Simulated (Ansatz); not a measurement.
LiI (rock salt)

```
CELL_PARAMETERS angstrom
      0.00000     3.00909     3.00909
      3.00909     0.00000     3.00909
      3.00909     3.00909     0.00000
ATOMIC_POSITIONS crystal
  I  0.00000 0.00000 0.00000
  Li 0.50000 0.50000 0.50000
```

Equation-of-state scan: isotropic scaling of the cell above, V₀ being its volume. Symmetry pins the atoms to their sites.

Level of theory: r2SCAN (plane waves to 500 eV, PAW, scalar-relativistic; Ansatz, a program for electronic structure). k mesh 10×10×10 (Γ-centred), Fermi-Dirac smearing 0.05 eV. E stands for the smeared free energy. Compression counts positive. LiI was relaxed with its symmetry unable to fall. Spin-orbit coupling is left out, though I is heavy. The zero of ΔE is the relaxed starting cell.

```csv
V (Å³/atom),ΔE (meV/atom)
22.887,withheld
23.614,41.1
24.340,24.9
25.067,13.3
25.793,5.6
26.520,1.4
27.246,0.0
27.973,1.2
28.699,4.5
29.426,9.8
30.153,16.7
30.879,24.9
31.606,34.4
```

Fit a third-order Birch-Murnaghan form (E₀, V₀, B₀, B₀′ free) to the given rows and predict ΔE at V = 22.887.

Least squares on the 12 given rows: ΔE = E₀ + (9V₀B₀/16)·y²·[2 + (B₀′ − 4)y], y = (V₀/V)^(2/3) − 1, with V₀ = 27.252 Å³/atom, B₀ = 20.82 GPa (160.2 GPa = 1 eV/Å³; the term in eV is multiplied by 1000), B₀′ = 4.53, E₀ = 0.01 meV/atom; root-mean-square residual 0.03 meV/atom. At 22.887 the fit gives 62.7 meV/atom; the calculation gives 62.5 meV/atom, so the extrapolation is off by 0.2 (+0.3 %). For the pressure the fit gives 5.41 GPa against the computed 5.37 GPa.

(Under strain, the slope of the energy per volume gives the stress and its curvature an elastic modulus.)
